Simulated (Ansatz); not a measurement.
# CuI (rocksalt type): the cost of one run

Program: Ansatz 0.2.0. Level of theory: DFT PBEsol, with the methods named in each step. These are calculated values, not measurements.

### Step 1. The system as given

The structure is cubic, space group Fm-3m (No. 225). The conventional cell has a = 5.589 Å, b = 5.589 Å, c = 5.589 Å, α = 90.00°, β = 90.00°, γ = 90.00°. Around Cu (site symmetry m-3m) lie 6 I at 2.79 Å. Around I (site symmetry m-3m) lie 6 Cu at 2.79 Å.

Structure file:

```
CELL_PARAMETERS angstrom
0.00000 2.79469 2.79469
2.79469 0.00000 2.79469
2.79469 2.79469 0.00000
ATOMIC_POSITIONS crystal
Cu 0.00000 0.00000 0.00000
I 0.50000 0.50000 0.50000
```

Whether this phase is the stable one at these pressures isn't tested.

Atoms are numbered in the order of the input: Cu1, I2.

### Step 2. The reference volume, LAPW

Contents of input.yaml:

```yaml
crystal:
  lattice:
    - [0.0, 2.7946916476, 2.7946916476]
    - [2.7946916476, 0.0, 2.7946916476]
    - [2.7946916476, 2.7946916476, 0.0]
  atoms:
    - { symbol: Cu, position: [0.0, 0.0, 0.0] }
    - { symbol: I, position: [0.5, 0.5, 0.5] }
kpoints:
  mp_grid: { grid: [13, 13, 13] }
  band_path:
    path:
      - [0.0, 0.0, 0.0]
      - [0.5, 0.0, 0.5]
      - [0.625, 0.25, 0.625]
      - [0.375, 0.375, 0.75]
      - [0.0, 0.0, 0.0]
      - [0.5, 0.5, 0.5]
      - [0.5, 0.25, 0.75]
      - [0.5, 0.0, 0.5]
    npoints: 14
scf:
  occupations: { method: fermi_dirac, width: 0.05 }
hamiltonian:
  xc: pbesol
  pseudopotentials: { kind: all_electron, lapw: { basis_error: 0.001 } }
output:
  forces: true
  stress: true
  eigenvalues: true
  populations: true
  dos: { projected: true, de: 0.2, e_range: [-14, 8] }
```

Started as:

```sh
$ ansatz run input.yaml --threads 1 --pin off --max-ram 2048MiB --backend cpu --events-out ev --progress --plain --runs-dir out
```

Q: Estimate wall time and peak memory on 1 thread of Arm Neoverse V1, shared host.

About 39 s, with a peak of 0.45 GiB.
